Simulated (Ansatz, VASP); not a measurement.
**One calculation of Ba, two programs**

```
Ba
1.0
    -2.55566    2.55566    2.55566
     2.55566   -2.55566    2.55566
     2.55566    2.55566   -2.55566
Ba
1
Direct
  0.00000 0.00000 0.00000
```

Change from the starting cell: volume scaled by 1.06.

Alike in both runs: task single point; functional PBE; k mesh 8 × 8 × 8; collinear spin.

|  | VASP | Ansatz |
| --- | --- | --- |
| version | VASP 6.6.1 | Ansatz 0.2.0 |
| potentials or method | VASP PAW PBE potentials, release 64 (Ba_sv), cutoff 520 eV | all-electron LAPW, non-relativistic |
| occupations | methfessel-paxton of order 1, width 0.05 eV | cold, width 0.05 eV |

|  | VASP | Ansatz | Ansatz less VASP |
| --- | --- | --- | --- |
| gap on the k mesh at the Fermi level (eV) | none | none | - |
| pressure (GPa) | -0.5 | -0.6 | -0.13 |
| net moment per atom (μB) | 0.00 | 0.00 | 0.000 |

A gap of «none» marks a metal or a gap that the smearing closes. Ansatz ran all-electron here, so the differences hold the error of VASP's frozen core and of both bases.

Caveats: relativity is left out, which matters for the heavier elements (Ansatz); the starting moments weren't kept (Ansatz). Spin-orbit coupling is left out, which matters for the levels of Ba.
